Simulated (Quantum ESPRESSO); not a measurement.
## AlN: phonon spectrum and thermodynamics under several settings

```xyz
4
Lattice="3.1130 0.0000 0.0000 -1.5565 2.6959 0.0000 0.0000 0.0000 4.9810" Properties=species:S:1:pos:R:3 pbc="T T T"
Al    1.5565    0.8986    2.4905
Al    0.0000    1.7973    0.0000
N     1.5565    0.8986    4.3833
N     0.0000    1.7973    1.8928
```

All runs used Quantum ESPRESSO 7.5; relaxed cell; no spin polarisation; cutoff 1143 eV; occupations smeared at first, fixed for the response.

| level | potentials | k mesh (s: shifted) | volume (Å³/atom) | q mesh | highest frequency (cm⁻¹) | zero-point energy (meV/atom) | entropy at room temperature (k_B/atom) |
| --- | --- | --- | --- | --- | --- | --- | --- |
| LDA | PseudoDojo 0.4.1 SR LDA standard | 4 × 4 × 2s | 10.15 | 2 × 2 × 2 | 916 | 98.5 | 1.21 |
| LDA | PseudoDojo 0.4.1 SR LDA standard | 6 × 6 × 4 | ? | 3 × 3 × 2 | ? | ? | ? |
| PBE | PseudoDojo 0.4.1 SR PBE standard | 6 × 6 × 4 | 10.63 | 3 × 3 × 2 | 885 | 95.3 | 1.26 |

Task: What stands in the row left open?

Result: Volume 10.15 Å³/atom; highest frequency 920 cm⁻¹; zero-point energy 98.7 meV/atom; entropy at room temperature 1.21 k_B/atom.

Caveats: some runs use coarse meshes; on a mesh that holds Γ this program's dielectric tensor can be off by some percent beyond the error of the mesh (some runs).

For the row left open. Caveat: on a mesh that holds Γ this program's dielectric tensor can be off by some percent beyond the error of the mesh.
